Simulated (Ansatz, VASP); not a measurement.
**BaTiO3 in VASP and in Ansatz**

The input INCAR:

```
ALGO = Normal
EDIFF = 1E-6
ENCUT = 520
GGA = CA
ISIF = 2
ISMEAR = -1
LASPH = T
LCHARG = T
LELF = T
LREAL = F
LVHAR = T
LWAVE = F
NBANDS = 28
NELM = 80
PREC = Accurate
SIGMA = 0.05
```

File KPOINTS:

```
k-points
0
Gamma
  8 8 8
```

The input POSCAR:

```
BaTiO3
1.0
    4.0073000000      0.0000000000      0.0000000000
    0.0000000000      4.0073000000      0.0000000000
    0.0000000000      0.0000000000      3.8870810000
Ba Ti O
1 1 3
Direct
    0.5000000000      0.5000000000      0.5000000000
    0.0000000000      0.0000000000      0.0000000000
    0.5000000000      0.0000000000      0.0000000000
    0.0000000000      0.5000000000      0.0000000000
    0.0000000000      0.0000000000      0.5000000000
```

Input for Ansatz:

```yaml
crystal:
  lattice:
    - [4.0073, 0.0, 0.0]
    - [0.0, 4.0073, 0.0]
    - [0.0, 0.0, 3.887081]
  atoms:
    - { symbol: Ba, position: [0.5, 0.5, 0.5] }
    - { symbol: Ti, position: [0.0, 0.0, 0.0] }
    - { symbol: O, position: [0.5, 0.0, 0.0] }
    - { symbol: O, position: [0.0, 0.5, 0.0] }
    - { symbol: O, position: [0.0, 0.0, 0.5] }
kpoints:
  mp_grid: { grid: [8, 8, 8] }
  band_path:
    path:
      - [0.0, 0.0, 0.0]
      - [0.0, 0.5, 0.0]
      - [0.5, 0.5, 0.0]
      - [0.0, 0.0, 0.0]
      - [0.0, 0.0, 0.5]
      - [0.0, 0.5, 0.5]
      - [0.5, 0.5, 0.5]
      - [0.0, 0.0, 0.5]
      - [0.0, 0.5, 0.0]
    npoints: 5
scf:
  occupations: { method: fermi_dirac, width: 0.05 }
hamiltonian:
  xc: lda
  pseudopotentials: { kind: all_electron, lapw: { basis_error: 0.001 } }
output:
  forces: true
  stress: true
  eigenvalues: true
```

Change from the starting cell: zz strain of -3 %.

Alike in both runs: task single point; functional LDA; k mesh 8 × 8 × 8; occupations fermi-dirac, width 0.05 eV; no spin polarisation.

|  | VASP | Ansatz |
| --- | --- | --- |
| version | VASP 6.6.1 | Ansatz 0.2.0 |
| potentials or method | VASP PAW LDA potentials, release 64 (Ba_sv, Ti_sv, O) | all-electron LAPW, scalar-relativistic |
| plane-wave cutoff (eV) | 520 | see its input |

Ansatz gave:

| Quantity | Value |
| --- | --- |
| pressure (GPa) | -4.2 |
| largest component of the traceless stress (GPa) | 4.36 |

Q: Estimate VASP's values.

A: Pressure (GPa): -2.0; largest component of the traceless stress (GPa): 4.52.

Ansatz ran all-electron here, so the differences hold the error of VASP's frozen core and of both bases.

Caveats: spin-orbit coupling is left out, which moves the levels of the heavy elements. A k mesh can miss the band edges.
